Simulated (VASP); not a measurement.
Si: relaxation of cell and atoms with PBEsol

Crystal: Si.

```xyz
2
Lattice="0.0000 2.7136 2.7136 2.7136 0.0000 2.7136 2.7136 2.7136 0.0000" Properties=species:S:1:pos:R:3 pbc="T T T"
Si    4.0703    4.0703    4.0703
Si    2.7136    2.7136    2.7136
```

```json
{"Program": "VASP 6.6.1", "Task": "relaxation of cell and atoms", "Functional": "PBEsol", "Potentials or basis": "VASP PAW PBE potentials, release 64 (Si)", "Cutoff": "600 eV", "k mesh": "10 × 10 × 10", "Occupations": "gaussian, width 0.03 eV", "Spin": "no spin polarisation", "Further INCAR settings": "ALGO = Normal; EDIFF = 1e-06; IBRION = 2; EDIFFG = -0.01; NSW = 90; ISIF = 3"}
```

```yaml
Relaxed_volume: 20.08 Å³/atom
Relaxed_cell: a = 3.844 Å, b = 3.844 Å, c = 3.844 Å, α = 60.00°, β = 60.00°, γ = 60.00°
Space_group_after_relaxing_to_0.05_Å: Fd-3m (No. 227)
Energy_gained_by_relaxing: 0.1 meV/atom
Ionic_steps: 3
Pressure_after_relaxing: 0.0 GPa
Band_gap_on_the_k_mesh: 0.47 eV, indirect (least direct gap 2.52 eV)
```

The path:
```
step  energy change (eV)  largest force (eV/Å)  pressure (GPa)  volume (Å³)
   1              0.0000                0.0000            0.46        39.96
   2             -0.0001                0.0000           -0.32        40.29
   3             -0.0003                0.0000            0.00        40.15
```

Final structure:
```
Si
1.0
     0.00000    2.71785    2.71785
     2.71785    0.00000    2.71785
     2.71785    2.71785    0.00000
Si
2
Direct
  0.75000 0.75000 0.75000
  0.50000 0.50000 0.50000
```

Levels at points of the mesh, in eV from the valence-band top:
| k point | band 2 | band 3 | band 4 | band 5 | band 6 | band 7 |
| --- | --- | --- | --- | --- | --- | --- |
| (0.00, 0.00, 0.00) | 0.00 | 0.00 | 0.00 | 2.52 | 2.52 | 2.52 |
| (0.50, 0.00, 0.00) | -7.00 | -1.20 | -1.20 | 1.46 | 3.27 | 3.27 |
| (0.50, 0.50, 0.00) | -7.82 | -2.87 | -2.87 | 0.59 | 0.59 | 10.04 |

It took 9.5 s on 1 thread of Intel(R) Xeon(R) 6975P-C (Granite Rapids), on a shared host, peak memory 0.17 GiB.

Caveat: the PAW data sets were made with another functional, which shifts forces and pressure a little. A k mesh can miss the band edges.
